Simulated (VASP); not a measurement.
# Gap, carriers and strain in BiSb (F-43m)

The runs below take BiSb at its given cell and follow the band edges through several levels. The cell is generated by rule, not measured, and may not be a known phase.

Method: PBE; plane waves and PAW (Sb, Bi_d), in the first sound run; inputs show where later runs differ, in VASP 6.6.1.

The structure was built from a prototype and need not be the compound's stable phase.

## Step 1: Set-up

It takes space group F-43m (No. 216, cubic). Conventional cell: a = 6.697 Å, b = 6.697 Å, c = 6.697 Å, α = 90.00°, β = 90.00°, γ = 90.00°. Nearest to Sb lie 4 Bi at 2.90 Å. Nearest to Bi lie 4 Sb at 2.90 Å. Farther neighbours are not listed.

Coordinates:

```
Sb Bi
1.0
     0.00000    3.34863    3.34863
     3.34863    0.00000    3.34863
     3.34863    3.34863    0.00000
Sb Bi
1 1
Direct
  0.00000 0.00000 0.00000
  0.25000 0.25000 0.25000
```

## Step 2: Relaxation of the atoms

The cell is kept as given; the atoms are relaxed first, so that no residual force shifts the band edges.

INCAR reads:

```
SYSTEM = BiSb
PREC = Accurate
ENCUT = 400
EDIFF = 1E-06
NELM = 100
ISMEAR = 0
SIGMA = 0.02
LREAL = .FALSE.
ALGO = Normal
GGA = PE
NBANDS = 16
LORBIT = 11
LWAVE = .FALSE.
LCHARG = .FALSE.
KPAR = 4
IBRION = 2
NSW = 40
ISIF = 2
EDIFFG = -0.005
```

POSCAR reads:

```
BiSb
1.0
    0.0000000000      3.3486300000      3.3486300000
    3.3486300000      0.0000000000      3.3486300000
    3.3486300000      3.3486300000      0.0000000000
Sb Bi
1 1
Direct
    0.0000000000      0.0000000000      0.0000000000
    0.2500000000      0.2500000000      0.2500000000
```

KPOINTS reads:

```
Automatic mesh
0
Gamma
8 8 8
0 0 0
```

PAW data sets: Sb and Bi_d (PBE family, release 64).

The run is started by

```bash
$ mpirun -np 4 vasp_std
```

The program printed:

```text
[banner, memory and clock lines left out]
running    4 mpi-ranks, on    1 nodes
 distrk:  each k-point on    1 cores,    4 groups
 distr:  one band on    1 cores,    1 groups

 POSCAR found type information on POSCAR SbBi
 POSCAR found :  2 types and       2 ions
 LDA part: xc-table for (Slater+PW92), standard interpolation
 POSCAR, INCAR and KPOINTS ok, starting setup
 FFT: planning ... GRIDC
 FFT: planning ... GRID_SOFT
 FFT: planning ... GRID
 WAVECAR not read
 entering main loop
       N       E                     dE             d eps       ncg     rms          rms(c)
DAV:   1     0.143538803240E+03    0.14354E+03   -0.84911E+03   928   0.985E+02
DAV:   2     0.246956292296E+01   -0.14107E+03   -0.13888E+03  1064   0.293E+02
DAV:   3    -0.701134060123E+01   -0.94809E+01   -0.94040E+01  1144   0.865E+01
DAV:   4    -0.724305443640E+01   -0.23171E+00   -0.23169E+00  1224   0.158E+01
DAV:   5    -0.725184691126E+01   -0.87925E-02   -0.87924E-02  1320   0.256E+00    0.248E+00
DAV:   6    -0.719189858054E+01    0.59948E-01   -0.11352E-01  1136   0.190E+00    0.145E+00
DAV:   7    -0.718064386870E+01    0.11255E-01   -0.45370E-02  1128   0.970E-01    0.626E-01
DAV:   8    -0.718028770145E+01    0.35617E-03   -0.60747E-03  1392   0.528E-01    0.852E-02
DAV:   9    -0.718029681163E+01   -0.91102E-05   -0.47189E-04  1128   0.170E-01    0.390E-02
DAV:  10    -0.718034139845E+01   -0.44587E-04   -0.10943E-04  1056   0.485E-02    0.137E-02
DAV:  11    -0.718034505414E+01   -0.36557E-05   -0.14987E-05  1264   0.350E-02    0.105E-02
DAV:  12    -0.718034517653E+01   -0.12239E-06   -0.53661E-06  1008   0.133E-02
   1 F= -.71803452E+01 E0= -.71799883E+01  d E =-.718035E+01
 curvature:   0.00 expect dE= 0.000E+00 dE for cont linesearch  0.000E+00
 trial: gam= 0.00000 g(F)=  0.139E-46 g(S)=  0.000E+00 ort = 0.000E+00 (trialstep = 0.100E+01)
 search vector abs. value=  0.100E-09
 reached required accuracy - stopping structural energy minimisation
```

It took 11 s on 4 MPI ranks of AMD EPYC 7R43, shared host; peak memory 0.61 GiB.

The logs omit lines about the potential files and the build; timing stands in the text.

From OUTCAR (step 2):

```text
ion  position               nearest neighbor table
   1  0.000  0.000  0.000-   2 2.90   2 2.90   2 2.90   2 2.90
   2  0.250  0.250  0.250-   1 2.90   1 2.90   1 2.90   1 2.90

  LATTYP: Found a face centered cubic cell.
 ALAT       =     6.6972600000

 Subroutine GETGRP returns: Found 24 space group operations
 (whereof 24 operations were pure point group operations)

The static configuration has the point symmetry T_d .

 Found     29 irreducible k-points:

   k-points           NKPTS =     29   k-points in BZ     NKDIM =     29   number of bands    NBANDS=     16

   dimension x,y,z NGX =    32 NGY =   32 NGZ =   32
   dimension x,y,z NGXF=    64 NGYF=   64 NGZF=   64

   ENCUT  =  400.0 eV  29.40 Ry    5.42 a.u.   7.72  7.72  7.72*2*pi/ulx,y,z

   NELECT =      20.0000    total number of electrons

 k-points in reciprocal lattice and weights: Automatic mesh
   0.00000000  0.00000000  0.00000000       0.002
   0.12500000  0.00000000  0.00000000       0.016
   0.25000000  0.00000000  0.00000000       0.016
   0.37500000  0.00000000  0.00000000       0.016
   0.50000000  0.00000000  0.00000000       0.008
   0.12500000  0.12500000  0.00000000       0.012
   0.25000000  0.12500000  0.00000000       0.047
   0.37500000  0.12500000  0.00000000       0.047
   0.50000000  0.12500000  0.00000000       0.047
[...]
-0.37500000  0.50000000  0.12500000       0.023
  -0.25000000  0.50000000  0.25000000       0.012

 average (electrostatic) potential at core
       1 -87.2629       2-105.6982

 E-fermi :   5.5276

 k-point     1 :       0.0000    0.0000    0.0000
  band No.  band energies     occupation
    ...
      6      -7.6343      2.00000
      7      -0.1497      2.00000
      8       3.7711      2.00000
      9       3.7711      2.00000
     10       3.7711      2.00000
     11       6.1723      0.00000
     12       6.1723      0.00000
     13       6.1723      0.00000
     14       9.1110      0.00000
     15      12.3967      0.00000
    ...

 k-point     2 :       0.1250    0.0000    0.0000
  band No.  band energies     occupation
    ...
      6      -7.5154      2.00000
      7      -0.6754      2.00000
      8       3.5594      2.00000
      9       3.5594      2.00000
     10       3.7054      2.00000
     11       6.4623      0.00000
     12       6.4623      0.00000
     13       6.5266      0.00000
     14       9.7802      0.00000
     15      11.7384      0.00000
    ...

 k-point     3 :       0.2500    0.0000    0.0000
  band No.  band energies     occupation
    ...
      6      -7.1824      2.00000
      7      -1.7720      2.00000
      8       3.1773      2.00000
      9       3.1773      2.00000
     10       3.4047      2.00000
     11       6.9746      0.00000
     12       6.9746      0.00000
     13       7.7026      0.00000
     14      10.6598      0.00000
     15      11.4958      0.00000
    ...

  Total        4.2499011      4.2499011      4.2499011      0.0000000      0.0000000     -0.0000000
  in kB       90.6688097     90.6688097     90.6688097      0.0000000      0.0000000     -0.0000000
  external PRESSURE =      90.6688097 kB  Pullay stress =       0.0000000 kB

  energy-cutoff  :      400.00
  volume of cell :       75.10
      direct lattice vectors                 reciprocal lattice vectors
     0.000000000  3.348630000  3.348630000    -0.149314794  0.149314794  0.149314794
     3.348630000  0.000000000  3.348630000     0.149314794 -0.149314794  0.149314794
     3.348630000  3.348630000  0.000000000     0.149314794  0.149314794 -0.149314794

 POSITION                                       TOTAL-FORCE (eV/Angst)
 -----------------------------------------------------------------------------------
      0.00000      0.00000      0.00000        -0.000000     -0.000000     -0.000000
      1.67431      1.67431      1.67431         0.000000      0.000000      0.000000
 -----------------------------------------------------------------------------------
    total drift:                               -0.000000     -0.000000     -0.000000

  FREE ENERGIE OF THE ION-ELECTRON SYSTEM (eV)
  ---------------------------------------------------
  free  energy   TOTEN  =        -7.1803451765 eV

  energy  without entropy=       -7.1796314506  energy(sigma->0) =       -7.17998831

 reached required accuracy - stopping structural energy minimisation

 total charge
# of ion       s       p       d       tot
------------------------------------------
    1        1.211   1.244   0.030   2.484
    2        1.578   1.370   9.929  12.877
--------------------------------------------------
tot          2.789   2.614   9.958  15.361

[... 3 further parts left out ...]
```

CONTCAR:

```
BiSb
   1.00000000000000
     0.0000000000000000    3.3486300000000000    3.3486300000000000
     3.3486300000000000    0.0000000000000000    3.3486300000000000
     3.3486300000000000    3.3486300000000000    0.0000000000000000
  Sb              Bi
     1     1
Direct
     0.0000000000000000    0.0000000000000000    0.0000000000000000
     0.2500000000000000    0.2500000000000000    0.2500000000000000
```

The k-mesh is coarse for a metal. The run keeps the 24 symmetry operations of its start, so it cannot find a distortion of lower symmetry.

The forces vanish from the start, and no atom moves.

This step gave:

```yaml
scf_cycles: 12
electrons: 20
bands: 16
irreducible_k_points: 29
symmetry_operations: 24
free_energy_toten: -7.180 eV
energy_at_zero_smearing: -7.180 eV
fermi_energy: 5.528 eV
pressure: 9.067 GPa
metallic: yes
```

## Step 3: Bands on a dense mesh

A dense even mesh and a path are solved together, since either alone can miss a band edge.

Edit INCAR of step 2 so:

```diff
@@ -10,3 +10,3 @@
 GGA = PE
-NBANDS = 16
+NBANDS = 22
 LORBIT = 11
@@ -15,5 +15,2 @@
 KPAR = 4
-IBRION = 2
-NSW = 40
 ISIF = 2
-EDIFFG = -0.005
```

POSCAR is that of step 2.

KPOINTS reads:

```
Automatic mesh
0
Gamma
10 10 10
0 0 0
```

KPOINTS_OPT reads:

```
Line mode
24
Line-mode
Reciprocal
  0.00000000   0.00000000   0.00000000 GAMMA
  0.50000000   0.00000000   0.50000000 X

  0.50000000   0.00000000   0.50000000 X
  0.50000000   0.25000000   0.75000000 W

  0.50000000   0.25000000   0.75000000 W
  0.37500000   0.37500000   0.75000000 K

  0.37500000   0.37500000   0.75000000 K
  0.00000000   0.00000000   0.00000000 GAMMA

  0.00000000   0.00000000   0.00000000 GAMMA
  0.50000000   0.50000000   0.50000000 L

  0.50000000   0.50000000   0.50000000 L
  0.62500000   0.25000000   0.62500000 U

  0.62500000   0.25000000   0.62500000 U
  0.50000000   0.25000000   0.75000000 W

  0.50000000   0.25000000   0.75000000 W
  0.50000000   0.50000000   0.50000000 L

  0.50000000   0.50000000   0.50000000 L
  0.37500000   0.37500000   0.75000000 K

  0.62500000   0.25000000   0.62500000 U
  0.50000000   0.00000000   0.50000000 X
```

The run is started by

```bash
$ mpirun -np 4 vasp_std
```

The program printed:

```text
[... set-up lines as in an earlier step ...]
 entering main loop
       N       E                     dE             d eps       ncg     rms          rms(c)
DAV:   1     0.153158562674E+03    0.15316E+03   -0.79716E+03  2068   0.709E+02
DAV:   2     0.540499463888E+01   -0.14775E+03   -0.14303E+03  2142   0.237E+02
DAV:   3    -0.689731965723E+01   -0.12302E+02   -0.12235E+02  2508   0.744E+01
DAV:   4    -0.725250532256E+01   -0.35519E+00   -0.35497E+00  2474   0.141E+01
DAV:   5    -0.726849826356E+01   -0.15993E-01   -0.15992E-01  2862   0.278E+00    0.247E+00
DAV:   6    -0.721530534802E+01    0.53193E-01   -0.84599E-02  2662   0.135E+00    0.143E+00
DAV:   7    -0.720443317558E+01    0.10872E-01   -0.36209E-02  2446   0.693E-01    0.571E-01
DAV:   8    -0.720412183246E+01    0.31134E-03   -0.50478E-03  2818   0.361E-01    0.975E-02
DAV:   9    -0.720413299185E+01   -0.11159E-04   -0.43160E-04  2526   0.124E-01    0.388E-02
DAV:  10    -0.720415548791E+01   -0.22496E-04   -0.74223E-05  2438   0.347E-02    0.905E-03
DAV:  11    -0.720415869550E+01   -0.32076E-05   -0.97610E-06  2688   0.227E-02    0.796E-03
DAV:  12    -0.720415869587E+01   -0.36107E-09   -0.21837E-06  2318   0.663E-03
   1 F= -.72041587E+01 E0= -.72039407E+01  d E =-.435999E-03
 Start KPOINTS_OPT (optional k-point list driver)
k-point batch [1-47\240]
       N       E                     dE             ncg
DAV:   1    -0.741814569842E+03   -0.19926E+05     2076
DAV:   2    -0.770299760797E+04   -0.69612E+04     2200
DAV:   3    -0.827462531909E+04   -0.57163E+03     2594
DAV:   4    -0.829072062022E+04   -0.16095E+02     2520
DAV:   5    -0.829133568478E+04   -0.61506E+00     2854
DAV:   6    -0.829136671785E+04   -0.31033E-01     2790
DAV:   7    -0.829136706915E+04   -0.35130E-03     2918
DAV:   8    -0.829136707354E+04   -0.43935E-05     2070
DAV:   9    -0.829136707392E+04   -0.37693E-06     1784
[...]
k-point batch [236-240\240]
       N       E                     dE             ncg
DAV:   1     0.216788526465E+05   -0.27580E+04      220
DAV:   2     0.209854962084E+05   -0.69336E+03      220
DAV:   3     0.209254515860E+05   -0.60045E+02      276
DAV:   4     0.209238085651E+05   -0.16430E+01      280
DAV:   5     0.209237327350E+05   -0.75830E-01      290
DAV:   6     0.209237301107E+05   -0.26242E-02      304
DAV:   7     0.209237300571E+05   -0.53641E-04      306
DAV:   8     0.209237300566E+05   -0.52998E-06      280
```

Run time: 55 s. Hardware: 4 MPI ranks; peak memory 0.82 GiB; 3.5 min of CPU time.

OUTCAR, selected parts (step 3):

```text
The static configuration has the point symmetry T_d .

 Found     47 irreducible k-points:

   k-points           NKPTS =     47   k-points in BZ     NKDIM =     47   number of bands    NBANDS=     22

   NELECT =      20.0000    total number of electrons

 E-fermi :   5.5168

 k-point     1 :       0.0000    0.0000    0.0000
  band No.  band energies     occupation
    ...
      6      -7.6440      2.00000
      7      -0.1677      2.00000
      8       3.7584      2.00000
      9       3.7584      2.00000
     10       3.7584      2.00000
     11       6.1636      0.00000
     12       6.1636      0.00000
     13       6.1636      0.00000
     14       9.0959      0.00000
     15      12.3897      0.00000
    ...

 k-point     2 :       0.1000    0.0000    0.0000
  band No.  band energies     occupation
    ...
      6      -7.5674      2.00000
      7      -0.5177      2.00000
      8       3.6154      2.00000
      9       3.6154      2.00000
     10       3.7254      2.00000
     11       6.3590      0.00000
     12       6.3590      0.00000
     13       6.3792      0.00000
     14       9.5479      0.00000
     15      11.8620      0.00000
    ...

  Total        4.1127636      4.1127636      4.1127636      0.0000000      0.0000000     -0.0000000
  in kB       87.7430745     87.7430745     87.7430745      0.0000000      0.0000000     -0.0000000
  external PRESSURE =      87.7430745 kB  Pullay stress =       0.0000000 kB

  FREE ENERGIE OF THE ION-ELECTRON SYSTEM (eV)
  ---------------------------------------------------
  free  energy   TOTEN  =        -7.2041586959 eV

  energy  without entropy=       -7.2037226970  energy(sigma->0) =       -7.20394070

 total charge
# of ion       s       p       d       tot
------------------------------------------
    1        1.215   1.235   0.030   2.480
    2        1.573   1.374   9.929  12.876
--------------------------------------------------
tot          2.788   2.609   9.960  15.357

[... 7 parts as in an earlier step ...]

[... 6 further parts left out ...]
```

This step gave:

```
bands                   : 22
irreducible k-points    : 47
free energy (TOTEN)     : -7.204 eV
energy at zero smearing : -7.204 eV
Fermi energy            : 5.517 eV
pressure                : 8.774 GPa
```

The electronic bands at the labelled points (eV, zero at the Fermi level; # counts the bands kept, so #1 is VASP's band 7):

```csv
point,#1,#2,#3,#4,#5,#6,#7,#8
Γ,-5.68,-1.76,-1.76,-1.76,0.65,0.65,0.65,3.58
0.52 of the way,-7.75,-3.13,-3.13,-0.54,-0.19,2.96,2.96,4.47
X,-9.63,-3.81,-3.81,-0.76,-0.46,5.16,5.16,6.46
0.52 of the way,-9.61,-4.04,-4.02,-0.09,0.29,3.98,4.04,6.71
W,-9.60,-4.20,-4.17,0.73,1.35,2.72,2.88,6.81
0.48 of the way,-9.55,-4.37,-3.83,0.07,1.36,3.18,3.30,5.93
K,-9.51,-4.45,-3.52,-0.56,1.39,3.61,3.96,5.12
0.48 of the way,-7.89,-3.67,-2.43,-1.08,1.60,1.64,2.59,5.36
Γ,-5.68,-1.76,-1.76,-1.76,0.65,0.65,0.65,3.58
0.52 of the way,-7.41,-2.38,-2.38,-2.15,1.49,1.49,2.30,5.15
L,-8.80,-2.74,-2.74,-2.53,1.82,1.82,4.63,5.65
0.52 of the way,-9.05,-4.16,-3.10,-0.87,1.71,2.67,3.71,5.58
U,-9.51,-4.45,-3.52,-0.56,1.39,3.61,3.96,5.12
0.52 of the way,-9.55,-4.37,-3.83,0.07,1.36,3.18,3.30,5.93
W,-9.60,-4.20,-4.17,0.73,1.35,2.72,2.88,6.81
0.48 of the way,-9.13,-4.25,-3.30,-0.49,1.55,2.92,3.50,5.30
L,-8.80,-2.74,-2.74,-2.53,1.82,1.82,4.63,5.65
0.48 of the way,-9.01,-4.07,-3.05,-0.97,1.69,2.55,3.84,5.68
K,-9.51,-4.45,-3.52,-0.56,1.39,3.61,3.96,5.12
jump to U,-9.51,-4.45,-3.52,-0.56,1.39,3.61,3.96,5.12
0.48 of the way,-9.61,-4.10,-3.73,-0.62,0.12,4.46,4.75,6.05
X,-9.63,-3.81,-3.81,-0.76,-0.46,5.16,5.16,6.46
```

Of the projections kept (Sb, Bi), the largest for each band there; the rest of the weight can lie on other orbitals:

| point | #1 | #2 | #3 | #4 | #5 | #6 | #7 | #8 |
| --- | --- | --- | --- | --- | --- | --- | --- | --- |
| Γ | Sb 0.55 | Bi 0.55 | Bi 0.55 | Bi 0.55 | Bi 0.57 | Bi 0.57 | Bi 0.57 | Sb 0.58 |
| X | Sb 0.89 | Bi 0.55 | Bi 0.55 | Sb 0.69 | Bi 0.70 | Bi 0.54 | Bi 0.54 | Sb 0.82 |
| W | Sb 0.89 | Bi 0.59 | Bi 0.53 | Sb 0.76 | Bi 0.76 | Sb 0.74 | Bi 0.81 | Sb 0.68 |
| K | Sb 0.84 | Bi 0.56 | Bi 0.55 | Sb 0.53 | Bi 0.52 | Bi 0.59 | Bi 0.54 | Sb 0.52 |
| Γ | Sb 0.55 | Bi 0.55 | Bi 0.55 | Bi 0.55 | Bi 0.57 | Bi 0.57 | Bi 0.57 | Sb 0.58 |
| L | Sb 0.65 | Bi 0.55 | Bi 0.55 | Sb 0.51 | Bi 0.56 | Bi 0.56 | Sb 0.50 | Sb 0.60 |

At 8.8 GPa the cell is away from the equilibrium volume of this level: left free, it would expand.

(Part 1 of 3 ends here.)

[Lines on the potential files, build, host, timing and source positions are cut from VASP's logs without a mark.]

[Logs are printed without paths, hosts, clocks, repeated set-up lines and the standing remarks that a program may print on its own settings, such as how far it seeks lower states.]

[Hosts, paths, dates, database ids (printed as entryN), source tags and the programs' standing remarks are cut or masked in the printed files.]

[In band tables of VASP the shares of atoms and orbitals are scaled to a sum of 1 inside the atoms' spheres.]

[Gaps and slopes under strain along one axis are those of the sampled path and mesh points; where strain splits equal valleys, another of them can be the edge.]
